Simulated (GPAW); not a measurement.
The system is KBr.

```
CELL_PARAMETERS angstrom
4.04350 0.00000 0.00000
0.00000 4.04350 0.00000
0.00000 0.00000 4.04350
ATOMIC_POSITIONS crystal
Br 0.50000 0.50000 0.50000
K 0.00000 0.00000 0.00000
```

Measurements of this composition are mostly on another form, of space group No. 225.

| Quantity | Value |
| --- | --- |
| Program | GPAW 26.7.0 |
| Task | relaxation of cell and atoms |
| Functional | PBE |
| Dispersion | D3M(BJ) |
| Potentials or basis | PAW data sets generated in the run's folder for this functional |
| Cutoff | 600 eV |
| Basis | pw |
| k mesh | 6 × 6 × 6 |
| Occupations | fermi-dirac, width 0.05 eV |
| Spin | collinear spin, ferromagnetic start |
| Starting moments | [0.5, 0.0] μB |

At the start: pressure -5.1 GPa; volume 33.06 Å³/atom.

Problem. How do energy, volume and symmetry change on relaxing?

Solution. Over 5 steps the energy falls by 179.9 meV/atom and the volume is 24.66 Å³/atom (-25.4 %); space group Pm-3m (No. 221, to 0.05 Å); moment 0.00 μB per cell.

The path:
| step | energy change (eV) | largest force (eV/Å) | pressure (GPa) | volume (Å³) |
| --- | --- | --- | --- | --- |
| 1 | 0.0000 | 0.0000 | -5.08 | 66.11 |
| 2 | -0.0459 | 0.0000 | -4.97 | 64.64 |
| 3 | -0.3548 | 0.0000 | 1.14 | 47.89 |
| 4 | -0.3587 | 0.0000 | -0.52 | 50.03 |
| 5 | -0.3598 | 0.0000 | -0.02 | 49.33 |

Final structure:
```
CELL_PARAMETERS angstrom
3.66748 0.00000 0.00000
0.00000 3.66748 0.00000
0.00000 0.00000 3.66748
ATOMIC_POSITIONS crystal
Br 0.50000 0.50000 0.50000
K 0.00000 0.00000 0.00000
```

Caveat: each step starts from the last one's moments, so a moment once lost doesn't come back; later steps reuse the first step's grids; the volume moved by over 15 % at a fixed basis, so the end points are rough.
